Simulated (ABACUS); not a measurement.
**Li under changes of volume**

One of the cells (21.609 Å³/atom); the others are scaled copies at fixed shape and fractional positions:

```
CELL_PARAMETERS angstrom
3.03914 0.00000 0.00000
-1.01305 2.86533 0.00000
-1.01305 -1.43267 2.48145
ATOMIC_POSITIONS crystal
Li 0.00000 0.00000 0.00000
```

* Program: ABACUS 3.10.1
* Functional: BP86
* Potentials or basis: SSSP 1.3 efficiency PBE
* Cutoff: 748 eV
* Density cutoff: 5987 eV
* Basis: plane waves
* k mesh: 9 × 9 × 9
* Occupations: fermi-dirac, width 0.05 eV
* Spin: no spin polarisation

```tsv
volume (Å³/atom)	energy over the lowest point (meV/atom)	pressure (GPa)
20.312	0.26	0.2
20.744	0.00	-0.1
21.177	?	?
21.609	1.59	-0.5
22.041	3.34	-0.8
22.473	5.65	-1.0
22.905	8.40	-1.1
```

Q: What does the run at 21.177 Å³/atom give?

A: Energy over the lowest point 0.46 meV/atom; pressure -0.3 GPa.

Worked out: A Birch-Murnaghan fit of order 3 (a polynomial in V^(-2/3)) to the other rows has its minimum at 20.68 Å³/atom with B0 = V·E''(V) = 13.4 GPa and B' = 4.1. It gives 0.46 meV/atom at 21.177 Å³/atom, against the run's 0.46, and -dE/dV = -0.3 GPa, against -0.3.

Energies are extrapolated to zero smearing.

Caveats: the potentials were made for another functional, which shifts forces and pressure.
